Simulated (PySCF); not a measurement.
## Computed and reference excited states of `c1cccnc1`

Published values to compare with (the computed states carry no symmetry labels, so the two lists aren't matched line by line):

```csv
state,E (eV),f,kind of transition,source
"3A1(π→π*, first)",3.86,,band maximum or as reported,[1]
3B1(n→π*),4.12,,band maximum or as reported,[1]
3A1(π→π*),4.25,,vertical absorption,[2]
3A1(π→π*),4.30,,vertical absorption,[3]
3B1(n→π*),4.46,,vertical absorption,[3]
"3B2(π→π*, first)",4.47,,band maximum or as reported,[1]
1B1(n→π*),4.78,,band maximum or as reported,[1]
3B2(π→π*),4.79,,vertical absorption,[3]
3B2(π→π*),4.86,,vertical absorption,[2]
1B1(n→π*),4.95,0.004,vertical absorption,[3]
"1B2(π→π*, first)",4.99,,band maximum or as reported,[1]
3A1(π→π*),5.04,,vertical absorption,[3]
1B1(n→π*),5.06,,vertical absorption,[2]
3A1(π→π*),5.06,,vertical absorption,[2]
1B2(π→π*),5.14,0.028,vertical absorption,[3]
1B2(π→π*),5.15,,vertical absorption,[2]
3A2(n→π*),5.36,,vertical absorption,[3]
1A2(n→π*),5.40,,band maximum or as reported,[1]
3A2(n→π*),5.40,,band maximum or as reported,[1]
1A2(n→π*),5.40,,vertical absorption,[3]
3A2(n→π*),5.46,,vertical absorption,[2]
1A2(n→π*),5.51,,vertical absorption,[2]
"3B2(π→π*, second)",6.09,,band maximum or as reported,[1]
3B2(π→π*),6.24,,vertical absorption,[3]
1A1(n→3s),6.25,,band maximum or as reported,[1]
"1A1(π→π*, first)",6.38,,band maximum or as reported,[1]
1A1(π→π*),6.62,0.010,vertical absorption,[3]
1A1(n→3s),6.76,0.011,vertical absorption,[3]
```

[1] measured, gas; Loos, Lipparini, Boggio-Pasqua, Scemama, Jacquemin (2019), arXiv:1912.04173, literature columns
[2] computed, CC3/TZVP, gas; arXiv:2401.06101 (2024), CC3 reference column of Thiel's set
[3] computed, theoretical best estimate (aug-cc-pVTZ, frozen core, CC3 geometry), gas; Veril, Scemama, Caffarel, Lipparini, Boggio-Pasqua, Jacquemin, Loos, WIREs Comput. Mol. Sci. 2021, 11, e1517 (QUESTDB)

Species: C5H5N.
InChI=1S/C5H5N/c1-2-4-6-5-3-1/h1-5H

Computed, not measured: TDDFT CAM-B3LYP/aug-cc-pVTZ, vertical, gas phase, core orbitals frozen in the response (PySCF). Geometry: PBE0-D3(BJ)/def2-TZVP; no solvent, vibrations or thermal averaging.

Computed singlets: 5.05 eV (f 0.004); 5.44 eV (f 0.000); 5.62 eV (f 0.048); 6.42 eV (f 0.019); 6.74 eV (f 0.000); 6.83 eV (f 0.012); 7.25 eV (f 0.042); 7.36 eV (f 0.405); 7.37 eV (f 0.472); 7.39 eV (f 0.096). Computed triplets (Tamm–Dancoff): 4.33, 4.36, 4.65, 5.06 eV.

Q: How does the lowest computed singlet compare with the best estimate listed for the lowest singlet (vertical absorption)?

A: 5.05 eV against 4.95 eV for 1B1(n→π*) [3]: a difference of +0.10 eV. Geometry and basis of the two calculations needn't be the same.

Q: How does the lowest computed triplet compare with the best estimate listed for the lowest triplet (vertical absorption)?

A: 4.33 eV against 4.30 eV for 3A1(π→π*) [3]: a difference of +0.03 eV. Geometry and basis of the two calculations needn't be the same.

A measured band maximum holds vibronic effects and, in solution, solvent shifts, so it needn't equal the vertical energy.

Time: 31 s wall, 71 s CPU; peak memory 1.9 GiB. Hardware: 2 threads of an Intel Xeon 6975P-C, shared host.
